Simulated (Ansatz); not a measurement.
# Ti6Al6CO: the cost of one run

Computed with Ansatz 0.2.0 (DFT PBE, scalar-relativistic, plane waves, PAW, unless a step's input says otherwise).

5 further runs of the same task are left out: 1 that didn't finish, 4 set aside as unsound or not needed.

**1. Starting point**

Symmetry: P1, No. 1, triclinic system. The conventional cell has a = 4.958 Å, b = 5.644 Å, c = 21.337 Å, α = 90.00°, β = 90.00°, γ = 90.00°. Ti (site symmetry 1) has 3 Ti at 2.78 to 2.82 Å and 6 Al at 2.84 to 2.85 Å as nearest neighbours. Around Al (site symmetry 1) lie 3 Al at 2.77 to 2.82 Å and 6 Ti at 2.85 to 2.86 Å. Ti (site symmetry 1) has 4 Ti at 2.74 to 2.82 Å and 8 Al at 2.84 to 2.91 Å as nearest neighbours. Around Al (site symmetry 1) lie 4 Al at 2.77 to 2.87 Å and 8 Ti at 2.80 to 2.86 Å. Only part of the 14 independent sites is listed.

Coordinates:

```
CELL_PARAMETERS angstrom
5.64418 0.00000 0.00000
0.00000 4.95825 0.00000
0.00000 0.00000 21.33732
ATOMIC_POSITIONS crystal
Ti 0.00000 0.32396 0.18747
Ti 0.50000 0.32396 0.18747
Al 0.25000 0.82396 0.18747
Al 0.75000 0.82396 0.18747
Ti 0.00000 0.63771 0.29552
Ti 0.50000 0.63771 0.29552
Al 0.25000 0.14022 0.29455
Al 0.75000 0.14022 0.29455
Ti 0.00000 0.95957 0.39980
Ti 0.50000 0.95957 0.39980
Al 0.25000 0.45661 0.40714
Al 0.75000 0.45661 0.40714
C 0.41667 0.45661 0.48938
O 0.41667 0.45661 0.54328
```

This is the geometry of the first run shown, built on a cell relaxed beforehand with the same method.

**2. Plan of the line**

Atoms count from 1 in the order of the input.

CO is moved over the surface cell; relaxed at each place: the height of the adsorbate's atoms; substrate rigid; the origin of the map has the adsorbate above Al11.

First coordinate, position of C13 along the first surface vector, from above Al11: 6 values from 0.000 to 0.833, periodic. Second coordinate, position of C13 along the second surface vector, from above Al11: 6 values from 0.000 to 0.833, periodic.

Relaxed at each point: the height of the adsorbate's atoms; substrate rigid. Points are written as (first, second).

The two vectors of the plane (Å): (2.822, 0.000, 0.000); (0.000, 4.958, 0.000).

**3. Point (2/6, 0/6) of the map's two axes**

input.yaml reads:

```yaml
crystal:
  lattice:
    - [5.6441828185, 0.0, 0.0]
    - [0.0, 4.9582470464, 0.0]
    - [0.0, 0.0, 21.3373158495]
  atoms:
    - { symbol: Ti, position: [0.0, 0.3239558521, 0.1874650039] }
    - { symbol: Ti, position: [0.5, 0.3239558521, 0.1874650039] }
    - { symbol: Al, position: [0.25, 0.8239558521, 0.1874650039] }
    - { symbol: Al, position: [0.75, 0.8239558521, 0.1874650039] }
    - { symbol: Ti, position: [0.0, 0.6377058009, 0.2955249637] }
    - { symbol: Ti, position: [0.5, 0.6377058009, 0.2955249637] }
    - { symbol: Al, position: [0.25, 0.140217807, 0.2945495963] }
    - { symbol: Al, position: [0.75, 0.140217807, 0.2945495963] }
    - { symbol: Ti, position: [0.0, 0.9595688062, 0.3998010289] }
    - { symbol: Ti, position: [0.5, 0.9595688062, 0.3998010289] }
    - { symbol: Al, position: [0.25, 0.4566105095, 0.407141925] }
    - { symbol: Al, position: [0.75, 0.4566105095, 0.407141925] }
    - { symbol: C, position: [0.4166666667, 0.4566105095, 0.4893792219] }
    - { symbol: O, position: [0.4166666667, 0.4566105095, 0.5432754105] }
basis:
  ecutwfc: 420
kpoints:
  mp_grid: { grid: [5, 6, 1] }
hamiltonian:
  xc: pbe
scf:
  occupations: { method: gaussian, width: 0.1 }
output:
  forces: true
  eigenvalues: true
relax:
  adjacent_minimum: "off"
  f_tol: 0.025
  max_steps: 16
  constraints:
    - { sites: [0, 1, 2, 3, 4, 5, 6, 7, 8, 9, 10, 11] }
    - { sites: [12, 13], fix: xy }
efield:
  axis: 3
  dipole_correction: true
  ramp_width: 0.04
```

The run is started by

```bash
$ ansatz run input.yaml --threads 4 --pin off --max-ram 12288MiB --backend cpu --events-out ev --progress --plain --runs-dir out
```

What time and memory should one allow on 4 threads of Arm Neoverse V1, shared host?

About 69 s, with a peak of 1.4 GiB.
